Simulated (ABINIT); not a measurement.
The system is GaSb.

```
Sb Ga
1.0
     0.00000    3.05900    3.05900
     3.05900    0.00000    3.05900
     3.05900    3.05900    0.00000
Sb Ga
1 1
Direct
  0.75000 0.75000 0.75000
  0.00000 0.00000 0.00000
```

Base run:

| Property | Result |
| --- | --- |
| Program | ABINIT 10.8.3 (patched build) |
| Functional | PBEsol |
| Potentials or basis | JTH PAW PBE v2.0 |
| Cutoff | 463 eV |
| k mesh | 10 × 10 × 10 |
| Occupations | fermi-dirac, width 0.05 eV |
| Spin | no spin polarisation |

Its results: band gap on the k mesh none (metal or under the smearing width); pressure -0.4 GPa.

Task: After a change of settings the same cell gave: band gap on the k mesh none (metal or under the smearing width); pressure 1.8 GPa. Which change was it?
A. k mesh from 10 × 10 × 10 to 3 × 3 × 3
B. functional from PBEsol to SOGGA; k mesh from 10 × 10 × 10 to 8 × 8 × 8
C. functional from PBEsol to WC; k mesh from 10 × 10 × 10 to 8 × 8 × 8
D. functional from PBEsol to revPBE; k mesh from 10 × 10 × 10 to 8 × 8 × 8

Result: A.

Caveats: some runs use coarse meshes; the PAW data sets were made with another functional, which shifts forces and pressure a little; this crystal is a semiconductor, whose small gap the functional closes, so the metal is an error of the method.

Runs at the PBE level aren't shown here.
